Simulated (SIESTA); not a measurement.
## Sn under changes of volume

One of the cells (34.479 Å³/atom); the others are scaled copies at fixed shape and fractional positions:

```xyz
2
Lattice="0.0000 3.2548 3.2548 3.2548 0.0000 3.2548 3.2548 3.2548 0.0000" Properties=species:S:1:pos:R:3 pbc="T T T"
Sn    4.8821    4.8821    4.8821
Sn    3.2548    3.2548    3.2548
```

This isn't the form of Sn at room conditions, which is tetragonal (white tin).

* Program: SIESTA 5.4.2
* Functional: PBE
* Potentials or basis: PseudoDojo 0.4 standard (PBE files)
* Basis: DZP (energy shift 0.003 Ry; two zetas on semicore shells)
* Grid cutoff: 500 Ry
* Energy shift: 0.003 Ry
* k mesh: 7 × 7 × 7
* Occupations: fermi-dirac, width 0.05 eV
* Spin: no spin polarisation

| volume (Å³/atom) | energy over the lowest point (meV/atom) | pressure (GPa) |
| --- | --- | --- |
| 31.775 | 107.45 | 8.0 |
| 32.451 | 76.64 | 6.6 |
| 33.127 | 51.73 | 5.3 |
| 34.479 | ? | ? |
| 35.155 | 7.12 | 2.2 |
| 35.831 | 0.00 | 1.3 |

What does the run at 34.479 Å³/atom give?

Energy over the lowest point 18.09 meV/atom; pressure 3.1 GPa.

Worked out: A Birch-Murnaghan fit of order 3 (a polynomial in V^(-2/3)) to the other rows has no minimum within the range. It gives 17.71 meV/atom at 34.479 Å³/atom, against the run's 18.09, and -dE/dV = 3.0 GPa, against 3.1.

Energies are extrapolated to zero smearing.

Caveats: the basis of atomic orbitals isn't converged, which shifts pressures, moduli and gaps.
